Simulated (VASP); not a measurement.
# PbS (Fm-3m) in VASP: settings compared

Aim: see how the results for PbS move with the level of theory and the settings. Levels: PBEsol, LDA, PBE, PBE+D3(BJ). Tasks: relaxation of cell and atoms.

All numbers are computed with VASP 6.6.1; they aren't measurements. Logs are shortened: lines on timing, memory, paths and dates and some standing lists are left out, and cuts for length are marked.

**1. The structure**

The structure is cubic, space group Fm-3m (No. 225). The conventional cell has a = 5.976 Å, b = 5.976 Å, c = 5.976 Å, α = 90.00°, β = 90.00°, γ = 90.00°. Pb (site symmetry m-3m) is surrounded by 6 S at 2.99 Å. Around S (site symmetry m-3m) lie 6 Pb at 2.99 Å.

The cell is a database's computed one.

**2. Relaxation of cell and atoms, PBEsol**

Contents of INCAR:

```
PREC = Accurate
ENCUT = 600
EDIFF = 1E-7
ISMEAR = 0
SIGMA = 0.02
LREAL = False
LASPH = True
NELM = 60
ALGO = Normal
ISIF = 3
LWAVE = False
LCHARG = False
GGA = PS
IBRION = 2
NSW = 90
EDIFFG = -0.005
```

Contents of KPOINTS:

```
regular mesh
0
Gamma
  10 10 10
```

Contents of POSCAR:

```
PbS
1.0
    0.0000000000      2.9880867000      2.9880867000
    2.9880867000      0.0000000000      2.9880867000
    2.9880867000      2.9880867000      0.0000000000
Pb S
1 1
Direct
    0.5000000000      0.5000000000      0.5000000000
    0.0000000000      0.0000000000      0.0000000000
```

Potentials or basis: VASP PAW PBE potentials, release 64 (Pb_d, S).

The run is started by

```sh
cat potpaw_PBE.64/Pb_d/POTCAR potpaw_PBE.64/S/POTCAR > POTCAR
mpirun -np 1 vasp_std > vasp.out
```

OUTCAR:

```text
PREC = Accurate
   ENCUT = 600
   EDIFF = 1E-7
   ISMEAR = 0
   LREAL = False
   LASPH = True
   NELM = 60
   ISIF = 3
   GGA = PS
   IBRION = 2
   NSW = 90
   EDIFFG = -0.005

 ion  position               nearest neighbor table
   1  0.500  0.500  0.500-   2 2.99   2 2.99   2 2.99   2 2.99   2 2.99   2 2.99
   2  0.000  0.000  0.000-   1 2.99   1 2.99   1 2.99   1 2.99   1 2.99   1 2.99

  LATTYP: Found a face centered cubic cell.
 ALAT       =     5.9761734000

  Lattice vectors:

 A1 = (   0.0000000000,   2.9880867000,   2.9880867000)
 A2 = (   2.9880867000,   0.0000000000,   2.9880867000)
 A3 = (   2.9880867000,   2.9880867000,   0.0000000000)

Analysis of symmetry for initial positions (statically):
=====================================================================
 Subroutine PRICEL returns:
 Original cell was already a primitive cell.

 Routine SETGRP: Setting up the symmetry group for a
 face centered cubic supercell.

 Subroutine GETGRP returns: Found 48 space group operations
 (whereof 48 operations were pure point group operations)
 out of a pool of 48 trial point group operations.

The static configuration has the point symmetry O_h .

Analysis of symmetry for dynamics (positions and initial velocities):
=====================================================================
 Subroutine PRICEL returns:
 Original cell was already a primitive cell.

 Routine SETGRP: Setting up the symmetry group for a
 face centered cubic supercell.

 Subroutine GETGRP returns: Found 48 space group operations
 (whereof 48 operations were pure point group operations)
 out of a pool of 48 trial point group operations.

The dynamic configuration has the point symmetry O_h .

 Subroutine INISYM returns: Found 48 space group operations
 (whereof 48 operations are pure point group operations),
 and found     1 'primitive' translations

----------------------------------------------------------------------------------------

                                     Primitive cell

  volume of cell :      53.3592

  direct lattice vectors                    reciprocal lattice vectors
     0.000000000  2.988086700  2.988086700    -0.167331155  0.167331155  0.167331155
     2.988086700  0.000000000  2.988086700     0.167331155 -0.167331155  0.167331155
     2.988086700  2.988086700  0.000000000     0.167331155  0.167331155 -0.167331155

  length of vectors
     4.225792737  4.225792737  4.225792737     0.289826063  0.289826063  0.289826063

  position of ions in fractional coordinates (direct lattice)
     0.500000000  0.500000000  0.500000000
     0.000000000  0.000000000  0.000000000

  ion indices of the primitive-cell ions
   primitive index   ion index
                 1           1
                 2           2

----------------------------------------------------------------------------------------

 KPOINTS: regular mesh

Automatic generation of k-mesh.
 Grid dimensions read from file:
 generate k-points for:   10   10   10

 Generating k-lattice:

  Cartesian coordinates                     Fractional coordinates (reciprocal lattice)
    -0.016733116  0.016733116  0.016733116     0.100000000  0.000000000  0.000000000
     0.016733116 -0.016733116  0.016733116     0.000000000  0.100000000  0.000000000
     0.016733116  0.016733116 -0.016733116     0.000000000  0.000000000  0.100000000

  Length of vectors
     0.028982606  0.028982606  0.028982606

  Shift w.r.t. Gamma in fractional coordinates (k-lattice)
     0.000000000  0.000000000  0.000000000

 Subroutine IBZKPT returns following result:
 ===========================================

 Found     47 irreducible k-points:

 Following reciprocal coordinates:
            Coordinates               Weight
  0.000000  0.000000  0.000000      1.000000
  0.100000  0.000000  0.000000      8.000000
  0.200000  0.000000  0.000000      8.000000
  0.300000  0.000000  0.000000      8.000000
  0.400000  0.000000  0.000000      8.000000
  0.500000  0.000000  0.000000      4.000000
[... 16 lines left out ...]
  0.300000  0.300000  0.000000      6.000000
  0.400000  0.300000  0.000000     24.000000
 [... further k-points ...]
   k-points           NKPTS =     47   k-points in BZ     NKDIM =     47   number of bands    NBANDS=     14
   number of dos      NEDOS =    301   number of ions     NIONS =      2
   total plane-waves  NPLWV =  46656
   dimension x,y,z NGX =    36 NGY =   36 NGZ =   36
   dimension x,y,z NGXF=    72 NGYF=   72 NGZF=   72
   ions per type =               1   1
   NGX,Y,Z   is equivalent  to a cutoff of  14.16, 14.16, 14.16 a.u.
   NGXF,Y,Z  is equivalent  to a cutoff of  28.33, 28.33, 28.33 a.u.
 SYSTEM =  unknown system
   PREC   = accura    normal or accurate (medium, high low for compatibility)
   ISTART =      0    job   : 0-new  1-cont  2-samecut
   ICHARG =      2    charge: 1-file 2-atom 10-const
   ISPIN  =      1    spin polarized calculation?
   LNONCOLLINEAR =      F non collinear calculations
   LSORBIT =      F    spin-orbit coupling
   LASPH  =      T    aspherical Exc in radial PAW
   ENCUT  =  600.0 eV  44.10 Ry    6.64 a.u.   8.44  8.44  8.44*2*pi/ulx,y,z
   NELM   =     60;   NELMIN=  2; NELMDL= -5     # of ELM steps
   EDIFF  = 0.1E-06   stopping-criterion for ELM
   LREAL  =      F    real-space projection
   EDIFFG = -.5E-02   stopping-criterion for IOM
   NSW    =     90    number of steps for IOM
   IBRION =      2    ionic relax: 0-MD 1-quasi-New 2-CG
   NFREE  =      1    steps in history (QN), initial steepest desc. (CG)
   ISIF   =      3    stress and relaxation
   ISYM   =      2    0-nonsym 1-usesym 2-fastsym
   POTIM  = 0.5000    time-step for ionic-motion
   TEBEG  =    0.0;   TEEND  =   0.0 temperature during run
   PSTRESS=    0.0 pullay stress
   NELECT =      20.0000    total number of electrons
   NUPDOWN=      -1.0000    fix difference up-down
   EMIN   =  10.00;   EMAX   =-10.00  energy-range for DOS
   EFERMI =   0.00;   METHOD = LEGACY
   ISMEAR =     0;   SIGMA  =   0.02  broadening in eV -4-tet -1-fermi 0-gaus
   EFERMI_NEDOS =   21; number of points for ismear=-14 and -15
   IALGO  =     38    algorithm
   IMIX   =      4    mixing-type and parameters
     AMIX     =   0.40;   BMIX     =  1.00
     AMIX_MAG =   1.60;   BMIX_MAG =  1.00
  volume/ion in A,a.u.               =      26.68       180.04
  Fermi-wavevector in a.u.,A,eV,Ry     =   1.180361  2.230559 18.956356  1.393253
  Thomas-Fermi vector in A             =   2.316655
   LORBIT       =      0    0 simple, 1 ext, 2 COOP (PROOUT), +10 PAW based schemes
   GGA     = PS    functional components
   LHFCALC =     F    Hartree Fock is set to
   AEXX    =    0.0000 exact exchange contribution
   IVDW    =     0    specifies the selected vdW correction
   LEPSILON=     F    determine dielectric tensor
   LRPA    =     F    only Hartree local field effects (RPA)
 conjugate gradient relaxation of ions
 non-spin polarized calculation
 Gauss-broadening in eV      SIGMA  =   0.02
  energy-cutoff  :      600.00
  volume of cell :       53.36
 maximum number of plane-waves:      1807
 NGX is ok and might be reduce to    36
   NGX = 17   NGY = 17   NGZ = 17

--------------------------------------- Ionic step        1  -------------------------------------------

 number of electron      20.0000000 magnetization

 Free energy of the ion-electron system (eV)
  ---------------------------------------------------
  ext. energy  EPLUGINS =         0.00000000
  ---------------------------------------------------
  free energy    TOTEN  =        -9.44476890 eV

  energy without entropy =       -9.44476890  energy(sigma->0) =       -9.44476890

------------------------ aborting loop because EDIFF is reached ----------------------------------------

  FORCE on cell =-STRESS in cart. coord.  units (eV):
  Direction    XX          YY          ZZ          XY          YZ          ZX
  --------------------------------------------------------------------------------------
  -------------------------------------------------------------------------------------
  Total       -0.6783555     -0.6783555     -0.6783555      0.0000000      0.0000000     -0.0000000
  in kB      -20.3684670    -20.3684670    -20.3684670      0.0000000      0.0000000     -0.0000000
  external PRESSURE =     -20.3684670 kB  Pullay stress =       0.0000000 kB
[... 21 lines left out ...]
  energy  without entropy=       -9.4447689040  energy(sigma->0) =       -9.44476890

--------------------------------------- Ionic step        2  -------------------------------------------

 number of electron      20.0000002 magnetization

 E-fermi :   6.1568     XC(G=0): -10.0137

 val. band max:        6.0817618615   @ k =   0.5000   0.0000   0.0000
 cond. band min:       6.2318482257   @ k =   0.5000   0.0000   0.0000
 fundamental gap:      0.1500863642
 Fermi energy:         6.1568029197

 k-point     1 :       0.0000    0.0000    0.0000
  band No.  band energies     occupation
      1     -10.7424      2.00000
      2     -10.7424      2.00000
      3     -10.7424      2.00000
      4     -10.7299      2.00000
      5     -10.7299      2.00000
      6      -7.8038      2.00000
      7       0.0408      2.00000
      8       3.7425      2.00000
      9       3.7425      2.00000
     10       3.7425      2.00000
     11      11.2876      0.00000
     12      11.2876      0.00000
     13      11.2876      0.00000
     14      12.6235      0.00000
[... 424 lines left out ...]
  energy  without entropy=       -9.4557086624  energy(sigma->0) =       -9.45570866

--------------------------------------- Ionic step        3  -------------------------------------------

 number of electron      20.0000002 magnetization

 Free energy of the ion-electron system (eV)
  ---------------------------------------------------
  ext. energy  EPLUGINS =         0.00000000
  ---------------------------------------------------
  free energy    TOTEN  =        -9.45734757 eV

  energy without entropy =       -9.45734757  energy(sigma->0) =       -9.45734757

 E-fermi :   6.0035     XC(G=0):  -9.9529

 val. band max:        5.8914833373   @ k =   0.5000   0.0000   0.0000
 cond. band min:       6.0924780837   @ k =   0.5000   0.0000   0.0000
 fundamental gap:      0.2009947465
 Fermi energy:         6.0034948032

 k-point     1 :       0.0000    0.0000    0.0000
  band No.  band energies     occupation
      1     -10.8927      2.00000
      2     -10.8927      2.00000
      3     -10.8927      2.00000
      4     -10.8798      2.00000
      5     -10.8798      2.00000
      6      -7.8570      2.00000
      7      -0.1573      2.00000
      8       3.6344      2.00000
      9       3.6344      2.00000
     10       3.6344      2.00000
     11      11.0760      0.00000
     12      11.0760      0.00000
     13      11.0760      0.00000
     14      12.4831      0.00000
[... 420 lines left out ...]
  FREE ENERGIE OF THE ION-ELECTRON SYSTEM (eV)
  ---------------------------------------------------
  free  energy   TOTEN  =        -9.4573475658 eV

  energy  without entropy=       -9.4573475658  energy(sigma->0) =       -9.45734757

 reached required accuracy - stopping structural energy minimisation
```

It took 59 s on 1 thread of AMD EPYC 9R45 (Zen 5), shared host; peak memory 0.2 GiB.

Results:

```
Free energy                            : -9.4573 eV
Relaxed volume                         : 25.72 Å³/atom
Relaxed cell                           : a = 4.175 Å, b = 4.175 Å, c = 4.175 Å, α = 60.00°, β = 60.00°, γ = 60.00°
Space group after relaxing (to 0.05 Å) : Fm-3m (No. 225)
Energy gained by relaxing              : 6.3 meV/atom
Ionic steps                            : 3
Pressure after relaxing                : 0.0 GPa
Band gap on the k mesh                 : 0.20 eV, direct
```

The path:
| step | energy change (eV) | largest force (eV/Å) | pressure (GPa) | volume (Å³) |
| --- | --- | --- | --- | --- |
| 1 | 0.0000 | 0.0000 | -2.04 | 53.36 |
| 2 | -0.0109 | 0.0000 | 0.81 | 50.78 |
| 3 | -0.0126 | 0.0000 | 0.00 | 51.44 |

Final structure:
```xyz
2
Lattice="0.0000 2.9519 2.9519 2.9519 0.0000 2.9519 2.9519 2.9519 0.0000" Properties=species:S:1:pos:R:3 pbc="T T T"
Pb    2.9519    2.9519    2.9519
S     0.0000    0.0000    0.0000
```

Levels at points of the mesh, in eV from the valence-band top:
```csv
k point,band 7,band 8,band 9,band 10,band 11,band 12,band 13,band 14
"(0.00, 0.00, 0.00)",-6.05,-2.26,-2.26,-2.26,5.18,5.18,5.18,6.59
"(0.50, 0.00, 0.00)",-9.00,-1.85,-1.85,0.00,0.20,1.85,1.85,8.49
"(0.50, 0.50, 0.00)",-7.28,-5.39,-3.57,-3.57,3.64,5.56,5.68,5.68
```

Caveat: the PAW data sets were made with another functional, which shifts forces and pressure a little; spin-orbit coupling is left out, which as a rule narrows the gap of such compounds by several tenths of an eV.

**3. Relaxation of cell and atoms, LDA**

Changes to INCAR since step 2:

```diff
@@ -12,3 +12,2 @@
 LCHARG = False
-GGA = PS
 IBRION = 2
```

KPOINTS is that of step 2.

POSCAR is that of step 2.

Potentials or basis: VASP PAW LDA potentials, release 64 (Pb_d, S).

The run is started by

```sh
cat potpaw_LDA.64/Pb_d/POTCAR potpaw_LDA.64/S/POTCAR > POTCAR
mpirun -np 1 vasp_std > vasp.out
```

Run time: 55 s. Hardware: 1 thread of AMD EPYC 9R45 (Zen 5), shared host; peak memory 0.17 GiB.

The run converged. Its results:

```
Free energy                            : -9.9988 eV
Relaxed volume                         : 25.01 Å³/atom
Relaxed cell                           : a = 4.136 Å, b = 4.136 Å, c = 4.136 Å, α = 60.00°, β = 60.00°, γ = 60.00°
Space group after relaxing (to 0.05 Å) : Fm-3m (No. 225)
Energy gained by relaxing              : 19.8 meV/atom
Ionic steps                            : 3
Pressure after relaxing                : 0.0 GPa
Band gap on the k mesh                 : 0.05 eV, direct
```

The path:
```tsv
step	energy change (eV)	largest force (eV/Å)	pressure (GPa)	volume (Å³)
1	0.0000	0.0000	-3.64	53.36
2	-0.0336	0.0000	1.61	48.81
3	-0.0397	0.0000	0.02	50.03
```

Final structure:
```cif
data_structure
_symmetry_space_group_name_H-M 'P 1'
_symmetry_Int_Tables_number 1
_cell_length_a 4.1359
_cell_length_b 4.1359
_cell_length_c 4.1359
_cell_angle_alpha 60.000
_cell_angle_beta 60.000
_cell_angle_gamma 60.000
_cell_volume 50.03
loop_
_atom_site_label
_atom_site_type_symbol
_atom_site_fract_x
_atom_site_fract_y
_atom_site_fract_z
_atom_site_occupancy
Pb1 Pb 0.50000 0.50000 0.50000 1
S1 S 0.00000 0.00000 0.00000 1
```

Levels at points of the mesh, in eV from the valence-band top:
```
           k point  band 7  band 8  band 9  band 10  band 11  band 12  band 13  band 14
(0.00, 0.00, 0.00)   -6.06   -2.43   -2.43    -2.43     5.14     5.14     5.14     6.48
(0.50, 0.00, 0.00)   -9.24   -1.99   -1.99     0.00     0.05     1.68     1.68     8.47
(0.50, 0.50, 0.00)   -7.40   -5.68   -3.80    -3.80     3.49     5.55     5.67     5.67
```

Caveat: spin-orbit coupling is left out, which as a rule narrows the gap of such compounds by several tenths of an eV. A k mesh can miss the band edges.

**4. Relaxation of cell and atoms, PBE**

Changes to INCAR since step 3:

```diff
@@ -12,2 +12,3 @@
 LCHARG = False
+GGA = PE
 IBRION = 2
```

KPOINTS is that of step 3.

POSCAR is that of step 3.

Potentials or basis: VASP PAW PBE potentials, release 64 (Pb_d, S).

The run is started by

```sh
cat potpaw_PBE.64/Pb_d/POTCAR potpaw_PBE.64/S/POTCAR > POTCAR
mpirun -np 1 vasp_std > vasp.out
```

Wall time 59 s (1 thread of AMD EPYC 9R45 (Zen 5), shared host); peak memory 0.2 GiB.

Results (log left out):

* Free energy: -8.7696 eV
* Relaxed volume: 27.11 Å³/atom
* Relaxed cell: a = 4.248 Å, b = 4.248 Å, c = 4.248 Å, α = 60.00°, β = 60.00°, γ = 60.00°
* Space group after relaxing (to 0.05 Å): Fm-3m (No. 225)
* Energy gained by relaxing: 1.2 meV/atom
* Ionic steps: 3
* Pressure after relaxing: 0.0 GPa
* Band gap on the k mesh: 0.50 eV, direct

Step by step:
```csv
step,energy change (eV),largest force (eV/Å),pressure (GPa),volume (Å³)
1,0.0000,0.0000,0.88,53.36
2,-0.0021,0.0000,-0.28,54.50
3,-0.0023,0.0000,0.00,54.21
```

Final structure:
```cif
data_structure
_symmetry_space_group_name_H-M 'P 1'
_symmetry_Int_Tables_number 1
_cell_length_a 4.2482
_cell_length_b 4.2482
_cell_length_c 4.2482
_cell_angle_alpha 60.000
_cell_angle_beta 60.000
_cell_angle_gamma 60.000
_cell_volume 54.21
loop_
_atom_site_label
_atom_site_type_symbol
_atom_site_fract_x
_atom_site_fract_y
_atom_site_fract_z
_atom_site_occupancy
Pb1 Pb 0.50000 0.50000 0.50000 1
S1 S 0.00000 0.00000 0.00000 1
```

Levels at points of the mesh, in eV from the valence-band top:
```tsv
k point	band 8	band 9	band 10	band 11	band 12	band 13
(0.00, 0.00, 0.00)	-1.95	-1.95	-1.95	5.14	5.14	5.14
(0.50, 0.00, 0.00)	-1.58	-1.58	0.00	0.50	2.08	2.08
(0.50, 0.50, 0.00)	-4.83	-3.16	-3.16	4.07	5.48	5.58
```

Caveat: spin-orbit coupling is left out, which as a rule narrows the gap of such compounds by several tenths of an eV.

**5. Relaxation of cell and atoms, PBE+D3(BJ)**

Changes to INCAR since step 4:

```diff
@@ -13,2 +13,3 @@
 GGA = PE
+IVDW = 12
 IBRION = 2
```

KPOINTS is that of step 4.

POSCAR is that of step 4.

The run is started by

```sh
cat potpaw_PBE.64/Pb_d/POTCAR potpaw_PBE.64/S/POTCAR > POTCAR
mpirun -np 1 vasp_std > vasp.out
```

Wall time 59 s (1 thread of AMD EPYC 9R45 (Zen 5), shared host); peak memory 0.21 GiB.

The run converged. Its results:

* Free energy: -9.4503 eV
* Relaxed volume: 26.11 Å³/atom
* Relaxed cell: a = 4.196 Å, b = 4.196 Å, c = 4.196 Å, α = 60.00°, β = 60.00°, γ = 60.00°
* Space group after relaxing (to 0.05 Å): Fm-3m (No. 225)
* Energy gained by relaxing: 2.1 meV/atom
* Ionic steps: 3
* Pressure after relaxing: 0.0 GPa
* Band gap on the k mesh: 0.37 eV, direct
* Dispersion energy per atom: -0.347 eV

Step by step:
| step | energy change (eV) | largest force (eV/Å) | pressure (GPa) | volume (Å³) |
| --- | --- | --- | --- | --- |
| 1 | 0.0000 | 0.0000 | -1.17 | 53.36 |
| 2 | -0.0038 | 0.0000 | 0.42 | 51.86 |
| 3 | -0.0042 | 0.0000 | 0.00 | 52.23 |

Final structure:
```
CELL_PARAMETERS angstrom
0.00000 2.96683 2.96683
2.96683 0.00000 2.96683
2.96683 2.96683 0.00000
ATOMIC_POSITIONS crystal
Pb 0.50000 0.50000 0.50000
S 0.00000 0.00000 0.00000
```

Levels at points of the mesh, in eV from the valence-band top:
```tsv
k point	band 7	band 8	band 9	band 10	band 11	band 12	band 13	band 14
(0.00, 0.00, 0.00)	-6.04	-2.17	-2.17	-2.17	5.21	5.21	5.21	6.73
(0.50, 0.00, 0.00)	-8.84	-1.78	-1.78	0.00	0.37	1.97	1.97	8.66
(0.50, 0.50, 0.00)	-7.20	-5.19	-3.43	-3.43	3.87	5.57	5.68	5.68
```

Caveat: spin-orbit coupling is left out, which as a rule narrows the gap of such compounds by several tenths of an eV. A k mesh can miss the band edges.

**6. Summary**

```tsv
level	potentials or basis	gap on the mesh (eV)	pressure (GPa)	relaxed volume (Å³/atom)
PBEsol	VASP PAW PBE potentials, release 64 (Pb_d, S)	0.20	0.0	25.72
LDA	VASP PAW LDA potentials, release 64 (Pb_d, S)	0.05	0.0	25.01
PBE	VASP PAW PBE potentials, release 64 (Pb_d, S)	0.50	0.0	27.11
PBE+D3(BJ)	VASP PAW PBE potentials, release 64 (Pb_d, S)	0.37	0.0	26.11
```

Alike in all rows: task relaxation of cell and atoms; no spin polarisation; cell relaxed; k mesh 10 × 10 × 10; cutoff (eV) 600; smearing gaussian 0.02 eV.

Caveats: spin-orbit coupling is left out, which as a rule narrows the gap of such compounds by several tenths of an eV; the PAW data sets were made with another functional, which shifts forces and pressure a little (some runs).

Total energies depend on the potentials used, so only differences within one code and one set of settings carry meaning.
